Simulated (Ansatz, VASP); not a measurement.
## TaN in VASP and in Ansatz

INCAR

```
PREC = Accurate
ENCUT = 520
EDIFF = 1E-6
ISMEAR = 0
SIGMA = 0.15
LREAL = False
LASPH = True
NELM = 100
ALGO = Normal
ISIF = 2
LWAVE = False
LCHARG = True
GGA = PS
LELF = True
LVHAR = True
NBANDS = 15
```

KPOINTS

```
Automatic mesh
0
Gamma
  18 18 18
```

File POSCAR:

```
TaN
1.0
    0.0000000000      2.2334750000      2.1790000000
    2.2334750000      0.0000000000      2.1790000000
    2.2334750000      2.2334750000      0.0000000000
Ta N
1 1
Direct
    0.5000000000      0.5000000000      0.5000000000
    0.0000000000      0.0000000000      0.0000000000
```

Input for Ansatz:

```yaml
crystal:
  lattice:
    - [0.0, 2.233475, 2.179]
    - [2.233475, 0.0, 2.179]
    - [2.233475, 2.233475, 0.0]
  atoms:
    - { symbol: Ta, position: [0.5, 0.5, 0.5] }
    - { symbol: "N", position: [0.0, 0.0, 0.0] }
basis:
  ecutwfc: 420
kpoints:
  mp_grid: { grid: [18, 18, 18] }
hamiltonian:
  xc: pbesol
scf:
  occupations: { method: gaussian, width: 0.15 }
output:
  forces: true
  stress: true
  eigenvalues: true
  write_density: true
  write_potential: true
  elf: true
  volumetric_format: npy
```

Change from the starting cell: strain +0.025 along x and y, +0.000 along z, atoms carried along.

Alike in both runs: task single point; functional PBEsol; k mesh 18 × 18 × 18; occupations gaussian, width 0.15 eV; no spin polarisation.

```csv
,VASP,Ansatz
version,VASP 6.6.1,Ansatz 0.2.0
potentials or method,"VASP PAW PBE potentials, release 64 (Ta_pv, N)","scalar-relativistic, plane waves, PAW"
plane-wave cutoff (eV),520,420
valence electrons in the cell,16,18
```

```csv
,VASP,Ansatz,Ansatz less VASP
gap on the k mesh at the Fermi level (eV),none,none,-
pressure (GPa),-10.9,-11.8,-0.82
largest component of the traceless stress (GPa),9.11,9.02,-0.085
```

A gap of «none» marks a metal or a gap that the smearing closes. The two sets of potentials don't hold the same shells in valence.

Caveats: the PAW data sets were made with another functional, which shifts forces and pressure a little (VASP). The runs have no spin-orbit coupling, so splittings on Ta are missing.
